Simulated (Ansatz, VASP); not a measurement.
Two plane-wave programs on Al6H

```
CELL_PARAMETERS angstrom
5.71430 0.00000 0.00000
-2.85715 4.94873 0.00000
0.00000 0.00000 22.60164
ATOMIC_POSITIONS crystal
Al 0.33333 0.16667 0.17698
Al 0.33333 0.66667 0.17698
Al 0.83333 0.16667 0.17698
Al 0.83333 0.66667 0.17698
Al 0.16667 0.33333 0.27878
Al 0.16667 0.83333 0.27878
Al 0.66667 0.33333 0.27878
Al 0.66667 0.83333 0.27878
Al 0.00000 0.00000 0.38058
Al 0.00000 0.50000 0.38058
Al 0.50000 0.00000 0.38058
Al 0.50000 0.50000 0.38058
H 0.23000 0.16667 0.42880
H 0.43667 0.16667 0.42880
```

Alike in both runs: task single point; functional PBE; k mesh 6 × 6 × 1; occupations gaussian, width 0.1 eV; no spin polarisation.

|  | VASP | Ansatz |
| --- | --- | --- |
| version | VASP 6.6.1 | Ansatz 0.2.0 |
| potentials or method | VASP PAW PBE potentials, release 64 (Al, H) | scalar-relativistic, plane waves, PAW |
| plane-wave cutoff (eV) | 520 | 420 |
| valence electrons in the cell | 38 | 38 |

```tsv
	VASP	Ansatz	Ansatz less VASP
gap on the k mesh at the Fermi level (eV)	none	none	-
rms of the force components (eV/Å)	0.494	0.495	+0.0005
work function, face that differs most (eV)	3.89	3.89	-0.003
```

Atom by atom the forces differ by 0.001 eV/Å (rms over components). A gap of «none» marks a metal or a gap that the smearing closes. With one functional, cell and mesh, what is left measures potentials, basis and numerics.
